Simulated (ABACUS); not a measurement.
MgB2 under changes of volume

One of the cells (9.679 Å³/atom); the others are scaled copies at fixed shape and fractional positions:

```xyz
3
Lattice="3.0850 0.0000 0.0000 -1.5425 2.6717 0.0000 0.0000 0.0000 3.5230" Properties=species:S:1:pos:R:3 pbc="T T T"
Mg    0.0000    0.0000    0.0000
B     1.5425    0.8906    1.7615
B     0.0000    1.7811    1.7615
```

| Quantity | Value |
| --- | --- |
| Program | ABACUS 3.10.1 |
| Functional | PBE |
| Potentials or basis | PseudoDojo NC SR 0.4.1 PBE standard |
| Cutoff | 1361 eV |
| Density cutoff | 5442 eV |
| Basis | DZP LCAO (the cutoffs set its grid) |
| k mesh | 10 × 10 × 8 |
| Occupations | fermi-dirac, width 0.05 eV |
| Spin | no spin polarisation |

```csv
volume (Å³/atom),energy over the lowest point (meV/atom),pressure (GPa)
9.098,17.40,10.1
9.292,7.44,6.4
9.485,1.78,3.0
9.679,0.00,-0.1
9.873,?,?
10.066,6.80,-5.4
10.260,14.85,-7.8
```

**Question.** What does the run at 9.873 Å³/atom give?

**Answer.** Energy over the lowest point 1.82 meV/atom; pressure -2.9 GPa.

Worked out: A Birch-Murnaghan fit of order 3 (a polynomial in V^(-2/3)) to the other rows has its minimum at 9.68 Å³/atom with B0 = V·E''(V) = 147 GPa and B' = 3.4 at fixed shape and positions, which overstates the stiffness. It gives 1.78 meV/atom at 9.873 Å³/atom, against the run's 1.82, and -dE/dV = -2.9 GPa, against -2.9.

Energies are extrapolated to zero smearing.

Caveats: the atomic orbitals were generated for these runs and aren't a published set; the basis of atomic orbitals isn't converged, which shifts pressures, moduli and gaps.
